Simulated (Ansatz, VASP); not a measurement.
One calculation of Au, two programs

```
Au
1.0
    -1.65727    1.65727    1.59098
     1.65727   -1.65727    1.59098
     1.65727    1.65727   -1.59098
Au
1
Cartesian
  0.0000 0.0000 0.0000
```

Change from the starting cell: strain +0.000 along x and y, -0.040 along z, atoms carried along.

Alike in both runs: task single point; functional PBEsol; k mesh 20 × 20 × 20; occupations gaussian, width 0.15 eV; no spin polarisation.

|  | VASP | Ansatz |
| --- | --- | --- |
| version | VASP 6.6.1 | Ansatz 0.2.0 |
| potentials or method | VASP PAW PBE potentials, release 64 (Au) | scalar-relativistic, plane waves, PAW |
| plane-wave cutoff (eV) | 520 | 420 |
| valence electrons in the cell | 11 | 19 |

```csv
,VASP,Ansatz,Ansatz less VASP
gap on the k mesh at the Fermi level (eV),none,none,-
pressure (GPa),-4.3,-4.0,+0.26
largest component of the traceless stress (GPa),0.22,0.22,-0.001
```

A gap of «none» marks a metal or a gap that the smearing closes. The two sets of potentials don't hold the same shells in valence.

Caveats: the PAW data sets were made with another functional, which shifts forces and pressure a little (VASP). Spin-orbit coupling is left out, which matters for the levels of Au.
